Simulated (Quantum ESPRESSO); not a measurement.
## MoS2 under changes of volume

One of the cells (31.721 Å³/atom); the others are scaled copies at fixed shape and fractional positions:

```
Mo S
1.0
     3.18454    0.00000    0.00000
    -1.59227    2.75789    0.00000
     0.00000    0.00000   21.67053
Mo S
2 4
Direct
  0.33333 0.66667 0.85116
  0.66667 0.33333 0.14884
  0.66667 0.33333 0.77963
  0.33333 0.66667 0.07725
  0.66667 0.33333 0.92275
  0.33333 0.66667 0.22037
```

| Property | Result |
| --- | --- |
| Program | Quantum ESPRESSO 7.5 |
| Functional | PBEsol |
| Potentials or basis | GBRV 1.5 PBEsol |
| Cutoff | 612 eV |
| Density cutoff | 4898 eV |
| k mesh | 10 × 10 × 2 |
| Occupations | fermi-dirac, width 0.05 eV |
| Spin | no spin polarisation |

```csv
volume (Å³/atom),energy over the lowest point (meV/atom),gap on the mesh (eV),largest force (eV/Å)
29.817,13.20,1.47,0.965
30.452,2.67,1.44,0.570
31.086,0.00,1.41,0.204
31.721,4.34,1.38,0.150
32.355,?,?,?
32.990,31.26,1.32,0.757
33.624,52.60,1.29,1.026
```

Task: What does the run at 32.355 Å³/atom give?

Result: Energy over the lowest point 14.98 meV/atom; gap on the mesh 1.35 eV; largest force 0.465 eV/Å.

Worked out: A Birch-Murnaghan fit of order 3 (a polynomial in V^(-2/3)) to the other rows has its minimum at 31.00 Å³/atom with B0 = V·E''(V) = 88 GPa and B' = 4.3 at fixed shape and positions, which overstates the stiffness. It gives 14.97 meV/atom at 32.355 Å³/atom, against the run's 14.98. A straight line through the other rows of the gap, of slope -1.5 eV per unit of ln V, gives 1.35 eV, against the run's 1.35.

Energies are extrapolated to zero smearing.

A mesh can miss the band edges. Spin-orbit coupling on Mo is left out.
